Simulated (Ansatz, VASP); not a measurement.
# CdSe (Cadmoselite): VASP beside Ansatz, part 2 of 3

Aim: how closely do two programs agree when they are given the same cell, functional and k mesh?

VASP 6.6.1 and Ansatz 0.2.0.

So far: The starting structure; Ansatz: band structure, HSE03.

The database entry behind the starting cell differs from later determinations by our own check (inner coordinate of an old entry), so it need not match the best structure at ambient conditions.

## (3) VASP: band structure, HSE03

Level of this step: HSE03; plane waves and PAW (Cd, Se) (VASP).

The same cell, functional, mesh and smearing now go to VASP, with its own data sets and cutoff.

Lines of VASP's logs that name or quote its potential files are left out, and so is its time.

The run reads the wave functions of an earlier VASP run, which isn't shown here.

The input, INCAR:

```
SYSTEM = CdSe
PREC = Accurate
ENCUT = 400
EDIFF = 1E-06
NELM = 100
ISMEAR = 0
SIGMA = 0.02
LREAL = .FALSE.
ALGO = Normal
LHFCALC = .TRUE.
AEXX = 0.25
GGA = PE
HFSCREEN = 0.3
LASPH = .TRUE.
NBANDS = 24
PRECFOCK = Fast
LORBIT = 11
LWAVE = .FALSE.
LCHARG = .FALSE.
KPAR = 4
```

The input, POSCAR:

```
CdSe
1.0
    4.3000000000      0.0000000000      0.0000000000
   -2.1500000000      3.7239092363      0.0000000000
    0.0000000000      0.0000000000      7.0200000000
Cd Se
2 2
Direct
    0.3333333333      0.6666666667      0.0000000000
    0.6666666667      0.3333333333      0.5000000000
    0.3333333333      0.6666666667      0.3850000000
    0.6666666667      0.3333333333      0.8850000000
```

The input, KPOINTS:

```
Automatic mesh
0
Gamma
4 4 2
0 0 0
```

The input, KPOINTS_OPT:

```
Line mode
6
Line-mode
Reciprocal
  0.00000000   0.00000000   0.00000000 GAMMA
  0.50000000   0.00000000   0.00000000 M

  0.50000000   0.00000000   0.00000000 M
  0.33333333   0.33333333   0.00000000 K

  0.33333333   0.33333333   0.00000000 K
  0.00000000   0.00000000   0.00000000 GAMMA

  0.00000000   0.00000000   0.00000000 GAMMA
  0.00000000   0.00000000   0.50000000 A

  0.00000000   0.00000000   0.50000000 A
  0.50000000   0.00000000   0.50000000 L

  0.50000000   0.00000000   0.50000000 L
  0.33333333   0.33333333   0.50000000 H

  0.33333333   0.33333333   0.50000000 H
  0.00000000   0.00000000   0.50000000 A

  0.50000000   0.00000000   0.50000000 L
  0.50000000   0.00000000   0.00000000 M

  0.33333333   0.33333333   0.00000000 K
  0.33333333   0.33333333   0.50000000 H
```

Potentials, in the order of the species: Cd and Se (PBE family, release 64).

Run with:

```console
$ mpirun -np 8 vasp_std
```

Numbers of over 12 decimals in the logs are rounded to 6 here.

Log:

```text
[banner, memory and clock lines left out]
running    8 mpi-ranks, on    1 nodes
 distrk:  each k-point on    2 cores,    4 groups
 distr:  one band on    1 cores,    2 groups

 POSCAR found type information on POSCAR CdSe
 POSCAR found :  2 types and       4 ions
|                                                                             |
|           W    W    AA    RRRRR   N    N  II  N    N   GGGG   !!!           |
|           W    W   A  A   R    R  NN   N  II  NN   N  G    G  !!!           |
|           W    W  A    A  R    R  N N  N  II  N N  N  G       !!!           |
|           W WW W  AAAAAA  RRRRR   N  N N  II  N  N N  G  GGG   !            |
|           WW  WW  A    A  R   R   N   NN  II  N   NN  G    G                |
|           W    W  A    A  R    R  N    N  II  N    N   GGGG   !!!           |
|                                                                             |
|     For optimal performance we recommend to set                             |
|       NCORE = 2 up to number-of-cores-per-socket                            |
|     NCORE specifies how many cores store one orbital (NPAR=cpu/NCORE).      |
|     This setting can greatly improve the performance of VASP for DFT.       |
|     The default, NCORE=1 might be grossly inefficient on modern             |
|     multi-core architectures or massively parallel machines. Do your        |
|     Unfortunately you need to use the default for GW and RPA                |
|     calculations (for HF NCORE is supported but not extensively tested      |
|     yet).                                                                   |
|                                                                             |

 LDA part: xc-table for (Slater+PW92), standard interpolation
 found WAVECAR, reading the header
 POSCAR, INCAR and KPOINTS ok, starting setup
 FFT: planning ... GRIDC
 FFT: planning ... GRID_SOFT
 FFT: planning ... GRID
 reading WAVECAR
 the WAVECAR file was read successfully
 initial charge from wavefunction
 entering main loop
       N       E                     dE             d eps       ncg     rms          rms(c)
DAV:   1    -0.131815519377E+02   -0.13182E+02   -0.94861E-01   392   0.782E+00    0.287E+00
DAV:   2    -0.131870203863E+02   -0.54684E-02   -0.79372E-02   432   0.309E+00    0.171E+00
DAV:   3    -0.131845460761E+02    0.24743E-02   -0.59707E-03   448   0.795E-01    0.104E+00
DAV:   4    -0.131839451674E+02    0.60091E-03   -0.77198E-04   440   0.228E-01    0.616E-01
DAV:   5    -0.131837821005E+02    0.16307E-03   -0.15123E-04   448   0.795E-02    0.359E-01
DAV:   6    -0.131837319609E+02    0.50140E-04   -0.26630E-05   448   0.361E-02    0.207E-01
DAV:   7    -0.131837143113E+02    0.17650E-04   -0.57969E-06   440   0.181E-02    0.119E-01
DAV:   8    -0.131837085646E+02    0.57467E-05   -0.24589E-06   376   0.111E-02    0.675E-02
DAV:   9    -0.131837069044E+02    0.16602E-05   -0.10518E-06   304   0.715E-03    0.387E-02
DAV:  10    -0.131837065205E+02    0.38394E-06   -0.39391E-07   264   0.443E-03
   1 F= -.13183707E+02 E0= -.13183707E+02  d E =-.619817E-11
 Start KPOINTS_OPT (optional k-point list driver)
k-point batch [1-8\54]
       N       E                     dE             ncg
DAV:   1     0.327708186296E+03   -0.45919E+04      384
DAV:   2    -0.174062472507E+04   -0.20683E+04      432
DAV:   3    -0.188090082545E+04   -0.14028E+03      440
DAV:   4    -0.188377805802E+04   -0.28772E+01      456
DAV:   5    -0.188380497495E+04   -0.26917E-01      448
DAV:   6    -0.188380523546E+04   -0.26051E-03      448
DAV:   7    -0.188380523933E+04   -0.38663E-05      384
DAV:   8    -0.188380523943E+04   -0.98750E-07      320
[...]
k-point batch [49-54\54]
       N       E                     dE             ncg
DAV:   1     0.211673890407E+04   -0.59710E+04      288
DAV:   2     0.585333760884E+03   -0.15314E+04      320
DAV:   3     0.492242698695E+03   -0.93091E+02      368
DAV:   4     0.490639063398E+03   -0.16036E+01      344
DAV:   5     0.490627428109E+03   -0.11635E-01      336
DAV:   6     0.490627348662E+03   -0.79448E-04      328
DAV:   7     0.490627347934E+03   -0.72758E-06      240
```

Parts of OUTCAR (step 3):

```text
ion  position               nearest neighbor table
   1  0.333  0.667  0.000-   4 2.61   4 2.61   4 2.61   3 2.70
   2  0.667  0.333  0.500-   3 2.61   3 2.61   3 2.61   4 2.70
   3  0.333  0.667  0.385-   2 2.61   2 2.61   2 2.61   1 2.70
   4  0.667  0.333  0.885-   1 2.61   1 2.61   1 2.61   2 2.70

  LATTYP: Found a hexagonal cell.
 ALAT       =     4.3000000000
 C/A-ratio  =     1.6325581395

 Subroutine GETGRP returns: Found 12 space group operations
 (whereof  6 operations were pure point group operations)

The static configuration has the point symmetry C_3v.
 The point group associated with its full space group is C_6v.

 Found      8 irreducible k-points:

   k-points           NKPTS =      8   k-points in BZ     NKDIM =     32   number of bands    NBANDS=     24

   dimension x,y,z NGX =    28 NGY =   28 NGZ =   48
   dimension x,y,z NGXF=    56 NGYF=   56 NGZF=   96

   ENCUT  =  400.0 eV  29.40 Ry    5.42 a.u.   7.01  7.01 11.45*2*pi/ulx,y,z

   NELECT =      36.0000    total number of electrons

 k-points in reciprocal lattice and weights: Automatic mesh
   0.00000000  0.00000000  0.00000000       0.031
   0.25000000 -0.00000000  0.00000000       0.188
   0.50000000 -0.00000000  0.00000000       0.094
   0.25000000  0.25000000  0.00000000       0.188
   0.00000000  0.00000000  0.50000000       0.031
   0.25000000 -0.00000000  0.50000000       0.188
   0.50000000 -0.00000000  0.50000000       0.094
   0.25000000  0.25000000  0.50000000       0.188

  exchange ACFDT corr.  =         0.00000000  see jH, gK, PRB 81, 115126

 average (electrostatic) potential at core
       1 -33.7275       2 -33.7275       3 -52.8929       4 -52.8929

 E-fermi :   0.5365

 k-point     1 :       0.0000    0.0000    0.0000
  band No.  band energies     occupation
    ...
     14      -0.3123      2.00000
     15      -0.3123      2.00000
     16       0.4485      2.00000
     17       0.4485      2.00000
     18       0.4506      2.00000
     19       1.9309      0.00000
     20       3.3652      0.00000
     21       7.1498      0.00000
     22       7.1498      0.00000
     23       7.4303      0.00000
    ...

 k-point     2 :       0.2500   -0.0000    0.0000
  band No.  band energies     occupation
    ...
     14      -2.1720      2.00000
     15      -1.7657      2.00000
     16      -0.9679      2.00000
     17      -0.0085      2.00000
     18      -0.0010      2.00000
     19       3.8504      0.00000
     20       4.6935      0.00000
     21       6.4586      0.00000
     22       7.1616      0.00000
     23       7.8859      0.00000
    ...

 k-point     3 :       0.5000   -0.0000    0.0000
  band No.  band energies     occupation
    ...
     14      -3.4202      2.00000
     15      -2.2418      2.00000
     16      -1.5072      2.00000
     17      -0.8426      2.00000
     18      -0.4249      2.00000
     19       4.4888      0.00000
     20       4.5046      0.00000
     21       5.9367      0.00000
     22       7.5490      0.00000
     23       7.9072      0.00000
    ...

  energy-cutoff  :      400.00
  volume of cell :      112.41
      direct lattice vectors                 reciprocal lattice vectors
     4.300000000  0.000000000  0.000000000     0.232558140  0.134267504  0.000000000
    -2.150000000  3.723909236  0.000000000     0.000000000  0.268535009  0.000000000
     0.000000000  0.000000000  7.020000000     0.000000000  0.000000000  0.142450142

 POSITION                                       TOTAL-FORCE (eV/Angst)
 -----------------------------------------------------------------------------------
     -0.00000      2.48261      0.00000        -0.000000     -0.000000      0.299615
      2.15000      1.24130      3.51000         0.000000      0.000000      0.299615
     -0.00000      2.48261      2.70270        -0.000000     -0.000000     -0.299615
      2.15000      1.24130      6.21270         0.000000      0.000000     -0.299615
 -----------------------------------------------------------------------------------
    total drift:                               -0.000009      0.000002      0.000074

  FREE ENERGIE OF THE ION-ELECTRON SYSTEM (eV)
  ---------------------------------------------------
  free  energy   TOTEN  =       -13.1837065205 eV

  energy  without entropy=      -13.1837065205  energy(sigma->0) =      -13.18370652

 total charge
# of ion       s       p       d       tot
------------------------------------------
    1        0.416   0.312   9.594  10.322
    2        0.416   0.312   9.594  10.322
    3        1.450   2.464   0.021   3.934
    4        1.450   2.464   0.021   3.934
--------------------------------------------------
tot          3.732   5.551  19.229  28.512

[... 3 further parts left out ...]
```

The k-mesh is coarse for exact exchange; levels may shift by about 0.1 eV on a finer one. Spin-orbit coupling is off here; it would split degenerate levels, and it lifts a valence top of Se p states by about 0.1 eV.

## (4) Side by side

Known differences besides the potentials themselves: exact exchange at q = 0 is treated differently, which shows on coarse meshes; VASP keeps PBE cores, Ansatz makes them for the functional; the data sets hold 72 valence electrons in Ansatz (default PAW (the set named soft_2) files) and 36 in VASP; the cutoff is 420 eV in Ansatz and 400 eV in VASP; VASP takes a coarser grid for exact exchange (PRECFOCK = Fast). Total energies have different zeros and are not compared.

Both answers:

| quantity | Ansatz | VASP | difference |
| --- | --- | --- | --- |
| gap over the path points (eV) | 1.480 | 1.480 | 0.000 |

Forces (eV/Å; atoms numbered as in POSCAR):

```
atom        Ansatz x, y, z          VASP x, y, z
 Cd1   0.000, 0.000, 0.293   0.000, 0.000, 0.300
 Cd2   0.000, 0.000, 0.293   0.000, 0.000, 0.300
 Se3  0.000, 0.000, -0.293  0.000, 0.000, -0.300
 Se4  0.000, 0.000, -0.293  0.000, 0.000, -0.300
```

Levels at points of the path, from each program's valence-band top (eV; 4 filled, then empty):

```csv
k (reciprocal lattice),Ansatz,VASP
0.000 0.000 0.000,-0.76 0.00 0.00 0.00 1.48 2.91 6.70,-0.76 0.00 0.00 0.00 1.48 2.92 6.70
0.400 0.000 0.000,-2.81 -1.86 -1.07 -0.80 3.98 4.09 5.63,-2.81 -1.86 -1.07 -0.80 3.98 4.10 5.63
0.400 0.200 0.000,-2.89 -2.24 -1.59 -1.49 5.00 5.28 5.38,-2.89 -2.24 -1.59 -1.49 5.01 5.28 5.39
0.200 0.200 0.000,-2.71 -2.15 -1.08 -0.82 4.34 5.30 5.85,-2.71 -2.15 -1.09 -0.82 4.35 5.31 5.86
0.000 0.000 0.100,-0.74 -0.26 -0.02 -0.02 1.73 2.93 6.71,-0.75 -0.26 -0.02 -0.02 1.73 2.93 6.71
0.000 0.000 0.500,-0.40 -0.40 -0.40 -0.40 3.13 3.13 6.63,-0.40 -0.40 -0.40 -0.40 3.13 3.13 6.65
0.400 0.000 0.500,-1.39 -1.39 -1.36 -1.36 3.83 3.83 5.64,-1.39 -1.39 -1.36 -1.36 3.84 3.84 5.64
0.400 0.200 0.500,-2.29 -2.29 -1.15 -1.15 4.40 4.40 6.23,-2.29 -2.29 -1.15 -1.15 4.41 4.41 6.24
0.200 0.200 0.500,-1.72 -1.72 -1.28 -1.28 4.60 4.60 5.98,-1.72 -1.72 -1.28 -1.28 4.60 4.60 5.99
0.500 0.000 0.400,-1.66 -1.62 -1.28 -1.15 3.54 3.97 5.50,-1.66 -1.62 -1.28 -1.15 3.54 3.98 5.51
```

The forces differ by 4.1 meV/Å r.m.s., which is 2.4 % of the r.m.s. force of 0.17 eV/Å (both taken over all components). Among the levels compared at these points, filled levels agree within 1 meV and empty ones within 18 meV.

[end of part 2 of 3]

[Lines on the potential files, build, host, timing and source positions are cut from VASP's logs without a mark.]

[Logs are printed without paths, hosts, clocks, repeated set-up lines and the standing remarks that a program may print on its own settings, such as how far it seeks lower states.]

[Hosts, paths, dates, database ids (printed as entryN), source tags and the programs' standing remarks are cut or masked in the printed files.]
